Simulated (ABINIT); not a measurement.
Crystal: Ge.

```xyz
2
Lattice="0.0000 2.8289 2.8289 2.8289 0.0000 2.8289 2.8289 2.8289 0.0000" Properties=species:S:1:pos:R:3 pbc="T T T"
Ge    4.2434    4.2434    4.2434
Ge    2.8289    2.8289    2.8289
```

Program: ABINIT 10.8.3 (patched build). Alike in all runs: no spin polarisation; cell as given; smearing fermi-dirac 0.05 eV. Hardware: 1 thread of Arm Neoverse V1 (shared host).

Task: Order these runs on this cell by their wall time, lowest first.
A. task single point; level LDA; potentials or basis JTH PAW LDA v2.0; k mesh 6 × 6 × 6; cutoff (eV) 408; fine-grid cutoff 816.342 eV
B. task single point; level PBEsol; potentials or basis PseudoDojo NC SR PBEsol v0.4.1 standard; k mesh 6 × 6 × 6; cutoff (eV) 952
C. task optical spectrum; level PBEsol; potentials or basis PseudoDojo NC SR PBEsol v0.4.1 standard; k mesh 6 × 6 × 6, with 4 shifts; cutoff (eV) 952; bands in the sums 20; broadening (eV) 0.1; scissor shift (eV) 0; tensor components [11]

Result: A (9.8 s), B (33 s), C (160 s).

Caveats: the intraband (Drude) term is left out (some runs); spectra need much finer meshes, so this one isn't converged (some runs).

Not every run made on this cell is shown here.
